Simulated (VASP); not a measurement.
# BAs (Pm-3m) in VASP: notebook

Aim: see how the results for BAs move with the level of theory and the settings. Levels: r2SCAN, HSE06. Tasks: single point.

Everything below comes from runs of VASP 6.6.1. Logs are shortened: lines on timing, memory, paths and dates and some standing lists are left out, and cuts for length are marked.

## 1. The structure

The structure is cubic, space group Pm-3m (No. 221). Conventional cell: a = 2.925 Å, b = 2.925 Å, c = 2.925 Å, α = 90.00°, β = 90.00°, γ = 90.00°. B (site symmetry m-3m) is surrounded by 8 As at 2.53 Å. As (site symmetry m-3m) is surrounded by 8 B at 2.53 Å.

The cell was built by a generator and needn't be a form met in nature.

## 2. Single point, r2SCAN

POSCAR reads:

```
BAs
1.0
    2.9251576879      0.0000000000      0.0000000000
    0.0000000000      2.9251576879      0.0000000000
    0.0000000000      0.0000000000      2.9251576879
B As
1 1
Direct
    0.0000000000      0.0000000000      0.0000000000
    0.5000000000      0.5000000000      0.5000000000
```

INCAR.step1 reads:

```
SYSTEM = BAs
ALGO     = Normal         ! electronic algorithm
EDIFF    = 1E-4           ! SCF threshold, eV
ENCUT    = 520            ! plane-wave cutoff, eV
GGA      = PE             ! functional
ISMEAR   = -1             ! smearing method
LASPH    = .True.         ! aspherical terms in the spheres
LCHARG   = .False.        ! write CHGCAR
LREAL    = .False.        ! projectors in reciprocal space
LWAVE    = .True.         ! write WAVECAR
NBANDS   = 11             ! bands
NELM     = 80             ! most SCF steps
PREC     = Accurate       ! precision mode
SIGMA    = 0.02           ! smearing width, eV
```

INCAR.step2 reads:

```
SYSTEM = BAs
ALGO     = Normal         ! electronic algorithm
EDIFF    = 1E-6           ! SCF threshold, eV
ENCUT    = 520            ! plane-wave cutoff, eV
ISIF     = 2              ! what is computed and relaxed
ISMEAR   = -1             ! smearing method
ISTART   = 1            
LASPH    = .True.         ! aspherical terms in the spheres
LCHARG   = .True.         ! write CHGCAR
LELF     = .True.         ! ELF
LMIXTAU  = .True.       
LREAL    = .False.        ! projectors in reciprocal space
LVHAR    = .True.       
LWAVE    = .False.        ! write WAVECAR
METAGGA  = R2SCAN         ! meta-GGA
NBANDS   = 11             ! bands
NELM     = 80             ! most SCF steps
PREC     = Accurate       ! precision mode
SIGMA    = 0.02           ! smearing width, eV
```

KPOINTS reads:

```
k-points
0
Gamma
  6 6 6
  0 0 0
```

Potentials or basis: VASP PAW PBE potentials, release 64 (B, As).

On the command line:

```
> cat potpaw_PBE.64/B/POTCAR potpaw_PBE.64/As/POTCAR > POTCAR
> cp INCAR.step1 INCAR
> mpirun -np 1 vasp_std > vasp.out
> cp INCAR.step2 INCAR
> mpirun -np 1 vasp_std > vasp.out
```

OUTCAR:

```text
SYSTEM = BAs
   EDIFF = 1E-6
   ENCUT = 520
   ISIF = 2
   ISMEAR = -1
   ISTART = 1
   LASPH = .True.
   LREAL = .False.
   METAGGA = R2SCAN
   NELM = 80
   PREC = Accurate

 ion  position               nearest neighbor table
   1  0.000  0.000  0.000-   2 2.53   2 2.53   2 2.53   2 2.53   2 2.53   2 2.53   2 2.53   2 2.53

   2  0.500  0.500  0.500-   1 2.53   1 2.53   1 2.53   1 2.53   1 2.53   1 2.53   1 2.53   1 2.53

  LATTYP: Found a simple cubic cell.
 ALAT       =     2.9251576879

  Lattice vectors:

 A1 = (   2.9251576879,   0.0000000000,   0.0000000000)
 A2 = (   0.0000000000,   2.9251576879,   0.0000000000)
 A3 = (   0.0000000000,   0.0000000000,   2.9251576879)

Analysis of symmetry for initial positions (statically):
=====================================================================
 Subroutine PRICEL returns:
 Original cell was already a primitive cell.

 Routine SETGRP: Setting up the symmetry group for a
 simple cubic supercell.

 Subroutine GETGRP returns: Found 48 space group operations
 (whereof 48 operations were pure point group operations)
 out of a pool of 48 trial point group operations.

The static configuration has the point symmetry O_h .

Analysis of symmetry for dynamics (positions and initial velocities):
=====================================================================
 Subroutine PRICEL returns:
 Original cell was already a primitive cell.

 Routine SETGRP: Setting up the symmetry group for a
 simple cubic supercell.

 Subroutine GETGRP returns: Found 48 space group operations
 (whereof 48 operations were pure point group operations)
 out of a pool of 48 trial point group operations.

The dynamic configuration has the point symmetry O_h .

 Subroutine INISYM returns: Found 48 space group operations
 (whereof 48 operations are pure point group operations),
 and found     1 'primitive' translations

----------------------------------------------------------------------------------------

                                     Primitive cell

  volume of cell :      25.0293

  direct lattice vectors                    reciprocal lattice vectors
     2.925157688  0.000000000  0.000000000     0.341861912  0.000000000  0.000000000
     0.000000000  2.925157688  0.000000000     0.000000000  0.341861912  0.000000000
     0.000000000  0.000000000  2.925157688     0.000000000  0.000000000  0.341861912

  length of vectors
     2.925157688  2.925157688  2.925157688     0.341861912  0.341861912  0.341861912

  position of ions in fractional coordinates (direct lattice)
     0.000000000  0.000000000  0.000000000
     0.500000000  0.500000000  0.500000000

  ion indices of the primitive-cell ions
   primitive index   ion index
                 1           1
                 2           2

----------------------------------------------------------------------------------------

 KPOINTS: k-points

Automatic generation of k-mesh.
 Grid dimensions read from file:
 generate k-points for:    6    6    6

 Generating k-lattice:

  Cartesian coordinates                     Fractional coordinates (reciprocal lattice)
     0.056976985  0.000000000  0.000000000     0.166666667  0.000000000  0.000000000
     0.000000000  0.056976985  0.000000000     0.000000000  0.166666667  0.000000000
     0.000000000  0.000000000  0.056976985     0.000000000  0.000000000  0.166666667

  Length of vectors
     0.056976985  0.056976985  0.056976985

  Shift w.r.t. Gamma in fractional coordinates (k-lattice)
     0.000000000  0.000000000  0.000000000

 Subroutine IBZKPT returns following result:
 ===========================================

 Found     20 irreducible k-points:

 Following reciprocal coordinates:
            Coordinates               Weight
  0.000000  0.000000  0.000000      1.000000
  0.166667  0.000000  0.000000      6.000000
  0.333333  0.000000  0.000000      6.000000
  0.500000  0.000000  0.000000      3.000000
  0.166667  0.166667  0.000000     12.000000
  0.333333  0.166667  0.000000     24.000000
[... 12 lines left out ...]
  0.500000  0.500000  0.333333      6.000000
  0.500000  0.500000  0.500000      1.000000
   k-points           NKPTS =     20   k-points in BZ     NKDIM =     20   number of bands    NBANDS=     11
   number of dos      NEDOS =    301   number of ions     NIONS =      2
   total plane-waves  NPLWV =  13824
   dimension x,y,z NGX =    24 NGY =   24 NGZ =   24
   dimension x,y,z NGXF=    48 NGYF=   48 NGZF=   48
   ions per type =               1   1
   NGX,Y,Z   is equivalent  to a cutoff of  13.64, 13.64, 13.64 a.u.
   NGXF,Y,Z  is equivalent  to a cutoff of  27.28, 27.28, 27.28 a.u.
 SYSTEM =  BAs
   PREC   = accura    normal or accurate (medium, high low for compatibility)
   ISTART =      1    job   : 0-new  1-cont  2-samecut
   ICHARG =      0    charge: 1-file 2-atom 10-const
   ISPIN  =      1    spin polarized calculation?
   LNONCOLLINEAR =      F non collinear calculations
   LSORBIT =      F    spin-orbit coupling
   LASPH  =      T    aspherical Exc in radial PAW
   ENCUT  =  520.0 eV  38.22 Ry    6.18 a.u.   5.44  5.44  5.44*2*pi/ulx,y,z
   NELM   =     80;   NELMIN=  2; NELMDL=  0     # of ELM steps
   EDIFF  = 0.1E-05   stopping-criterion for ELM
   LREAL  =      F    real-space projection
   EDIFFG = 0.1E-04   stopping-criterion for IOM
   NSW    =      0    number of steps for IOM
   IBRION =     -1    ionic relax: 0-MD 1-quasi-New 2-CG
   NFREE  =      0    steps in history (QN), initial steepest desc. (CG)
   ISIF   =      2    stress and relaxation
   ISYM   =      2    0-nonsym 1-usesym 2-fastsym
   POTIM  = 0.5000    time-step for ionic-motion
   TEBEG  =    0.0;   TEEND  =   0.0 temperature during run
   PSTRESS=    0.0 pullay stress
   NELECT =       8.0000    total number of electrons
   NUPDOWN=      -1.0000    fix difference up-down
   EMIN   =  10.00;   EMAX   =-10.00  energy-range for DOS
   EFERMI =   0.00;   METHOD = LEGACY
   ISMEAR =    -1;   SIGMA  =   0.02  broadening in eV -4-tet -1-fermi 0-gaus
   EFERMI_NEDOS =   21; number of points for ismear=-14 and -15
   IALGO  =     38    algorithm
   IMIX   =      4    mixing-type and parameters
     AMIX     =   0.40;   BMIX     =  1.00
     AMIX_MAG =   1.60;   BMIX_MAG =  1.00
  volume/ion in A,a.u.               =      12.51        84.45
  Fermi-wavevector in a.u.,A,eV,Ry     =   1.119323  2.115214 17.046531  1.252885
  Thomas-Fermi vector in A             =   2.255961
   LORBIT       =      0    0 simple, 1 ext, 2 COOP (PROOUT), +10 PAW based schemes
   METAGGA = R2SCAN    functional components
   LHFCALC =     F    Hartree Fock is set to
   AEXX    =    0.0000 exact exchange contribution
   IVDW    =     0    specifies the selected vdW correction
   LEPSILON=     F    determine dielectric tensor
   LRPA    =     F    only Hartree local field effects (RPA)
 non-spin polarized calculation
  energy-cutoff  :      520.00
  volume of cell :       25.03
 maximum number of plane-waves:       691
 NGX is ok and might be reduce to    24
   NGX = 11   NGY = 11   NGZ = 11

 number of electron       8.0000000 magnetization

 Free energy of the ion-electron system (eV)
  ---------------------------------------------------
  ext. energy  EPLUGINS =         0.00000000
  ---------------------------------------------------
  free energy    TOTEN  =       -18.69423360 eV

  energy without entropy =      -18.69317751  energy(sigma->0) =      -18.69370556

 E-fermi :   7.2792     XC(G=0): -12.1996

 val. band max:        7.2373620834   @ k =   0.1667   0.1667   0.0000
 cond. band min:       7.3425378268   @ k =   0.5000   0.5000   0.3333
 fundamental gap:      0.1051757435
 Fermi energy:         7.2791717444

 k-point     1 :       0.0000    0.0000    0.0000
  band No.  band energies     occupation
      1      -9.4601      2.00000
      2       6.2823      2.00000
      3       6.2823      2.00000
      4       6.2823      2.00000
      5       7.1388      1.99821
      6      13.3034      0.00000
      7      13.3034      0.00000
      8      17.3227      0.00000
      9      17.3227      0.00000
     10      17.3227      0.00000
     11      27.0235      0.00000

 k-point     2 :       0.1667    0.0000    0.0000
  band No.  band energies     occupation
      1      -8.9919      2.00000
      2       2.7384      2.00000
      3       6.7650      2.00000
      4       6.7650      2.00000
      5       8.6289      0.00000
      6      13.7784      0.00000
      7      15.6270      0.00000
      8      16.0861      0.00000
      9      16.0861      0.00000
     10      17.1171      0.00000
     11      25.8392      0.00000

 k-point     3 :       0.3333    0.0000    0.0000
  band No.  band energies     occupation
      1      -7.6421      2.00000
      2      -1.2219      2.00000
      3       8.1847      0.00000
      4       8.1847      0.00000
      5       9.8538      0.00000
      6      13.3174      0.00000
      7      13.3174      0.00000
      8      13.8599      0.00000
      9      15.1683      0.00000
     10      21.4840      0.00000
     11      22.6547      0.00000

 k-point     4 :       0.5000    0.0000    0.0000
  band No.  band energies     occupation
      1      -6.2379      2.00000
      2      -3.5420      2.00000
      3      10.2864      0.00000
      4      10.2864      0.00000
      5      10.6219      0.00000
      6      10.6219      0.00000
      7      11.1298      0.00000
      8      12.1341      0.00000
      9      16.7405      0.00000
     10      18.9223      0.00000
     11      26.9720      0.00000
[... 183 lines left out ...]
 k-point    18 :       0.5000    0.3333    0.3333
  band No.  band energies     occupation
      1      -2.6043      2.00000
      2       0.1247      2.00000
      3       3.6781      2.00000
      4       4.9684      2.00000
      5       5.0296      2.00000
      6       6.0100      2.00000
      7      10.4132      0.00000
      8      10.4787      0.00000
      9      25.1384      0.00000
     10      25.7514      0.00000
     11      26.6533      0.00000

 k-point    19 :       0.5000    0.5000    0.3333
  band No.  band energies     occupation
      1      -1.3299      2.00000
      2       1.9954      2.00000
      3       1.9954      2.00000
      4       2.8224      2.00000
      5       5.9917      2.00000
      6       7.3425      0.08075
      7       8.0189      0.00000
      8       8.0189      0.00000
      9      26.6926      0.00000
     10      26.9156      0.00000
     11      26.9156      0.00000

 k-point    20 :       0.5000    0.5000    0.5000
  band No.  band energies     occupation
      1      -0.2448      2.00000
      2       3.9617      2.00000
      3       3.9617      2.00000
      4       3.9617      2.00000
      5       4.3680      2.00000
      6       5.1586      2.00000
      7       5.1586      2.00000
      8       5.1586      2.00000
      9      28.1532      0.00000
     10      28.1532      0.00000
     11      28.1532      0.00000

------------------------ aborting loop because EDIFF is reached ----------------------------------------

  FORCE on cell =-STRESS in cart. coord.  units (eV):
  Direction    XX          YY          ZZ          XY          YZ          ZX
  --------------------------------------------------------------------------------------
  -------------------------------------------------------------------------------------
  Total        0.3157517      0.3157517      0.3157517      0.0000000      0.0000000     -0.0000000
  in kB       20.2119580     20.2119580     20.2119580      0.0000000      0.0000000     -0.0000000
  external PRESSURE =      20.2119580 kB  Pullay stress =       0.0000000 kB

 VOLUME and BASIS-vectors are now :
 -----------------------------------------------------------------------------
  energy-cutoff  :      520.00
  volume of cell :       25.03
      direct lattice vectors                 reciprocal lattice vectors
     2.925157688  0.000000000  0.000000000     0.341861912  0.000000000  0.000000000
     0.000000000  2.925157688  0.000000000     0.000000000  0.341861912  0.000000000
     0.000000000  0.000000000  2.925157688     0.000000000  0.000000000  0.341861912

 POSITION                                       TOTAL-FORCE (eV/Angst)
 -----------------------------------------------------------------------------------
      0.00000      0.00000      0.00000         0.000000      0.000000      0.000000
      1.46258      1.46258      1.46258         0.000000      0.000000      0.000000
 -----------------------------------------------------------------------------------
    total drift:                                0.000000     -0.000000     -0.000000

  FREE ENERGIE OF THE ION-ELECTRON SYSTEM (eV)
  ---------------------------------------------------
  free  energy   TOTEN  =       -18.6942336027 eV

  energy  without entropy=      -18.6931775096  energy(sigma->0) =      -18.69370556
```

Run time: 13 s. Hardware: 1 thread of Intel Xeon Platinum 8488C (Sapphire Rapids), shared host; peak memory 0.14 GiB.

Results:

* Free energy: -18.6942 eV
* Pressure: 2.0 GPa
* Band gap on the k mesh: none (metal or under the smearing width)

Caveat: the PAW data sets were made with another functional, which shifts forces and pressure a little.

## 3. Single point, HSE06

POSCAR is that of step 2.

INCAR.step1 reads:

```
ALGO = Normal
EDIFF = 1E-5
ENCUT = 520
GGA = PE
ISIF = 2
ISMEAR = -1
LASPH = True
LREAL = False
LWAVE = True
NBANDS = 11
NELM = 60
PREC = Accurate
SIGMA = 0.02
```

INCAR.step2 reads:

```
ALGO = Normal
EDIFF = 1E-6
ENCUT = 520
GGA = PE
HFSCREEN = 0.2079
ISIF = 2
ISMEAR = -1
ISTART = 1
LASPH = True
LCHARG = True
LELF = True
LHFCALC = True
LREAL = False
LVHAR = True
LWAVE = False
NBANDS = 11
NELM = 60
PREC = Accurate
PRECFOCK = Normal
SIGMA = 0.02
```

KPOINTS reads:

```
k-points
0
Gamma
  4 4 4
```

Potentials or basis: VASP PAW PBE potentials, release 64 (B, As).

On the command line:

```
> cat potpaw_PBE.64/B/POTCAR potpaw_PBE.64/As/POTCAR > POTCAR
> cp INCAR.step1 INCAR
> mpirun -np 1 vasp_std > vasp.out
> cp INCAR.step2 INCAR
> mpirun -np 1 vasp_std > vasp.out
```

Wall time 60 s (1 thread of Intel Xeon Platinum 8488C (Sapphire Rapids), shared host); peak memory 0.24 GiB.

The run converged. Its results:

```yaml
Free_energy: -9.8714 eV
Pressure: -6.0 GPa
Band_gap_on_the_k_mesh: none (metal or under the smearing width)
```

Levels at points of the mesh, in eV from the Fermi level:
```
           k point  band 1  band 2  band 3  band 4  band 5  band 6  band 7  band 8  band 9
(0.00, 0.00, 0.00)  -18.08   -1.13   -1.13   -1.13   -0.40    5.77    5.77   10.37   10.37
(0.50, 0.00, 0.00)  -14.73  -11.83    3.18    3.18    3.38    3.38    3.88    4.89    9.21
(0.50, 0.50, 0.00)  -11.35   -8.08   -8.08   -6.73    4.75    5.52    7.95    7.95   12.81
(0.50, 0.50, 0.50)   -8.39   -3.82   -3.82   -3.82   -3.35   -2.49   -2.49   -2.49   20.73
```

Caveat: the k mesh is coarse (spacing up to 0.54 Å⁻¹), so the values aren't converged, least of all with exact exchange; the PAW data sets were made with another functional, which shifts forces and pressure a little.
